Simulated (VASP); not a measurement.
Here is a VASP 6.6.1 calculation.

INCAR

```
SYSTEM = H2C19
PREC = Accurate ; ENCUT = 520
EDIFF = 1E-6 ; ISMEAR = -1
SIGMA = 0.02 ; LREAL = Auto
LASPH = .True. ; NELM = 60
ALGO = Fast ; ISIF = 2
LWAVE = .False. ; LCHARG = .False.
GGA = PE ; NBANDS = 55
```

Contents of KPOINTS:

```
Automatic mesh
0
Gamma
  2 2 1
  0 0 0
```

Contents of POSCAR:

```
H2C19
1.0
    7.3980000000      0.0000000000      0.0000000000
   -3.6990000000      6.4068560000      0.0000000000
    0.0000000000      0.0000000000     12.0000000000
C H
19 2
Direct
   -0.0162917057     -0.0070686777      0.0750162500
    0.2039105168      0.1030364972      0.0761539167
   -0.0157122903      0.3265932620      0.0734921667
    0.2013725763      0.4320165772      0.0838867500
   -0.0157286632      0.6598241009      0.0734721667
    0.2013675391      0.7715206960      0.0838575000
    0.3158917022     -0.0079800451      0.0803659167
    0.5393662707      0.1037582240      0.0803165000
    0.3159047706      0.3260514986      0.0804001667
    0.5393870760      0.4377922650      0.0803850000
    0.3064170439      0.6542798839      0.1127951667
    0.5489606386      0.7755468517      0.1128147500
    0.6539661118     -0.0021686144      0.0838284167
    0.8710399205      0.1032409656      0.0734675000
    0.6513512265      0.3267524664      0.0761514167
    0.8716063750      0.4368607629      0.0750259167
    0.6539538947      0.6582876219      0.0838634167
    0.8710081591      0.7699322413      0.0735050000
    0.4278275390      0.7149589440      0.2213211667
    0.4278220627      0.5895462611      0.2687293333
    0.4277759398      0.8404367134      0.2686510000
```

Potentials or basis: VASP PAW PBE potentials, release 64 (C, H).

Command:

```bash
$ cat potpaw_PBE.64/C/POTCAR potpaw_PBE.64/H/POTCAR > POTCAR
$ mpirun -np 1 vasp_std > vasp.out
```

**Question.** What does it give for the band gap on the k mesh?

**Answer.** 0.15 eV, direct.

**Question.** Predict the largest force.

**Answer.** 0.042 eV/Å.

Forces in eV/Å, atoms in the order of the input:
```
C   -0.012 -0.012 -0.001
C    0.007  0.007  0.000
C   -0.003 -0.006 -0.008
C    0.003  0.014  0.001
C    0.001  0.003 -0.003
C    0.019 -0.014  0.005
C    0.003  0.009  0.001
C   -0.007 -0.002  0.009
C    0.014  0.002 -0.002
C   -0.009 -0.014  0.002
C   -0.024 -0.008 -0.010
C    0.025  0.018 -0.028
C   -0.006 -0.021  0.005
C    0.010 -0.001 -0.007
C   -0.004  0.003 -0.003
C   -0.003  0.003 -0.003
C   -0.017  0.009  0.005
C    0.015  0.010 -0.011
C   -0.013  0.002  0.020
H    0.008 -0.014  0.013
H   -0.006  0.012  0.015
```

Caveat: the k mesh is coarse (spacing up to 0.49 Å⁻¹), so the values aren't converged. As with any semilocal functional, this PBE gap is likely too small.
